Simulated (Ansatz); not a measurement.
The calculation used Ansatz, DFT PBE, scalar-relativistic, plane waves, PAW. All cells share a 420 eV cutoff and Γ-centred k meshes spaced at most about 0.3 Å⁻¹ (about 0.25 or finer for metals, 2π included). No spin polarisation.

Each guess is relaxed in cell and atoms at zero pressure, on a coarse mesh first where it starts far from rest and then on a converged one. The steps can't lower the symmetry of the start, but it can rise. Energies are static (0 K, no zero-point motion).

Two unrelaxed guesses for Li₃S₂:

A.

```cif
data_structure
_symmetry_space_group_name_H-M 'P4/mmm'
_symmetry_Int_Tables_number 123
_cell_length_a 3.8832
_cell_length_b 3.8832
_cell_length_c 5.6307
_cell_angle_alpha 90.000
_cell_angle_beta 90.000
_cell_angle_gamma 90.000
_cell_volume 84.91
loop_
_atom_site_label
_atom_site_type_symbol
_atom_site_symmetry_multiplicity
_atom_site_Wyckoff_symbol
_atom_site_fract_x
_atom_site_fract_y
_atom_site_fract_z
_atom_site_occupancy
Li1 Li 1 d 0.50000 0.50000 0.50000 1
Li2 Li 2 h 0.50000 0.50000 0.81898 1
S1 S 2 f 0.00000 0.50000 0.00000 1
```

B.

```cif
data_structure
_symmetry_space_group_name_H-M 'R-3m:H'
_symmetry_Int_Tables_number 166
_cell_length_a 4.5078
_cell_length_b 4.5078
_cell_length_c 14.3194
_cell_angle_alpha 90.000
_cell_angle_beta 90.000
_cell_angle_gamma 120.000
_cell_volume 251.99
loop_
_atom_site_label
_atom_site_type_symbol
_atom_site_symmetry_multiplicity
_atom_site_Wyckoff_symbol
_atom_site_fract_x
_atom_site_fract_y
_atom_site_fract_z
_atom_site_occupancy
Li1 Li 6 c 0.33333 0.66667 0.26241 1
Li2 Li 3 a 0.00000 0.00000 0.00000 1
S1 S 6 c 0.00000 0.00000 0.20005 1
```

**Question.** Do they relax into the same structure? If not, which is lower?

**Answer.** No. B ends lower, by 0.72 eV/atom. A: P4/mmm at 17.0 Å³/atom → P4/mmm at 30.3 Å³/atom; B: R-3m at 16.8 Å³/atom → R-3m at 17.0 Å³/atom. Counting S atoms around Li (those within 1.25 times the shortest such distance or 1.15 times the sum of covalent radii, 1.27 where that leaves under three; a plus sign parts nearer from farther groups; the shortest distance is added where it exceeds 1.18 times the sum of covalent radii; a slash parts the counts of unlike sites), the end of A has Li 4/8+16 from 5.3 Å and the end of B has Li 3+1/6. End of A. Conventional cell: a = 3.917 Å, c = 9.861 Å. Around Li on a site of symmetry 4/mmm lie 2 Li at 3.53 Å and 4 Li at 3.92 Å; Li on a site of symmetry 4mm has 4 S at 2.41 Å, 1 Li at 2.81 Å and 1 Li at 3.53 Å; around S lie 4 Li at 2.41 Å and 4 S at 2.77 Å. End of B. Conventional cell: a = 4.078 Å, c = 17.656 Å. Around Li on a site of symmetry 3m lie 3 S at 2.36 Å, 1 S at 2.73 Å, 3 Li at 2.75 Å and 1 Li at 3.04 Å; Li on a site of symmetry -3m is surrounded by 6 S at 2.69 Å and 6 Li at 2.75 Å; around S lie 3 Li at 2.36 Å and 4 Li at 2.69–2.73 Å.

Ends held by symmetry can be saddle points. Neither end is the lowest form computed: that has space group P-1 (No. 2) and lies 150 meV/atom below the better end. Weakly bound directions are ill-defined at this level, which has no dispersion term (P4/mmm), and this can change margins and order among such cells. In P4/mmm, R-3m an odd number of electrons in the primitive cell allows no gap without spin; a larger cell or a magnetic state could open one. Some structure types and database cells were kept out of the candidates from the start, so a known form may be missing.
